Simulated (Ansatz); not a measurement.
Crystal: Ti3Al.

```xyz
4
Lattice="2.9275 0.0000 0.0000 -1.4638 2.5353 0.0000 0.0000 0.0000 9.2264" Properties=species:S:1:pos:R:3 pbc="T T T"
Ti    0.0000    1.6902    2.3011
Ti    0.0000    1.6902    6.9253
Ti    1.4638    0.8451    0.0000
Al    1.4638    0.8451    4.6132
```

The cell comes from a database or a generator and needn't be the stable form of this composition.

```yaml
Program: Ansatz 0.2.0
Task: single point
Functional: PBE
Potentials_or_basis: Ansatz PAW
Cutoff: "420 eV (not typed: the program's choice for these potentials)"
k_mesh: 10 × 10 × 3
Occupations: fermi-dirac, width 0.05 eV
Spin: no spin polarisation
```

On this cell: pressure 0.3 GPa; largest force 0.003 eV/Å; band gap on the k mesh none (metal or under the smearing width).

The same run follows on a disturbed copy (atoms moved at random, drawn with an rms of 0.05 Å):

```
Ti Al
1.0
     2.92754    0.00000    0.00000
    -1.46377    2.53533    0.00000
     0.00000    0.00000    9.22636
Ti Al
3 1
Direct
  0.35222 0.68057 0.25483
  0.34791 0.69140 0.74630
  0.65209 0.34189 0.00035
  0.66040 0.32153 0.50111
```

Problem. What does the disturbed cell give?

Solution. The energy (extrapolated to zero smearing) moves by +7.8 meV/atom; pressure 0.3 GPa; largest force 0.421 eV/Å; band gap on the k mesh none (metal or under the smearing width).

Forces on the atoms (eV/Å):
```
Ti  -0.106 -0.075 -0.346
Ti  -0.035 -0.161  0.387
Ti   0.096  0.036  0.010
Al   0.045  0.200 -0.052
```

Stress tensor (GPa, compression positive):
```
-0.70 -0.63  0.07
-0.63  0.60 -0.13
 0.07 -0.13  0.88
```
